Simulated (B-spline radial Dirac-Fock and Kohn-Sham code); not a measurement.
## Binding energies of Hg⁶¹⁺

System: Hg⁶¹⁺, configuration [Ar] 3d1; nuclear rms radius 5.4648 fm (A = 202).

These are calculated numbers from a radial B-spline solver; the model is Dirac-Fock ΔSCF + Breit + QED. Correlation and solid-state effects are left out. Energies are counted from the vacuum level.

All terms are in eV, carry their sign (relaxation lowers the binding energy) and add up to the binding energy; ⟨r⟩ is the mean radius of the orbital in the initial state.

```csv
subshell,−ε (Koopmans),relaxation,Gaunt,retardation,QED,binding energy,⟨r⟩ (bohr)
K,88305.2,-38.45,-331.36,31.28,-157.10,87809.6,0.017
L1,19483.1,-9.47,-38.01,2.69,-24.40,19413.9,0.069
L2,18883.7,-12.48,-61.66,5.62,-0.69,18814.4,0.056
L3,16901.8,-10.12,-40.75,8.54,-2.81,16856.7,0.065
M1,7558.7,-1.25,-9.09,0.86,-6.50,7542.7,0.170
M2,7311.3,-1.57,-14.99,1.59,-0.44,7295.9,0.159
M3,6801.9,-1.24,-10.07,2.48,-0.92,6792.2,0.172
"M4,5",6446.9,-1.70,-5.19,1.07,0.17,6441.3,0.151
```

For the deepest level, K (1s), the Breit terms make up -0.342 % of the binding energy, QED -0.179 % and orbital relaxation -0.044 %.

Going to the tabulated ground configuration of the next ion removes an electron from M4,5 (3d), computed at 6441.3 eV. NIST lists 6508 ± 12 eV as the ionisation energy of this species (theoretical), +66.73 eV from the computed value. Where a p, d or f shell is open in either ion the computed value averages over both j values and all terms, while the table refers to the lowest levels; that difference holds spin-orbit splitting (largest in heavy or highly charged ions), term energies where several electrons share open shells, and correlation, and it can reach 10 % or more.
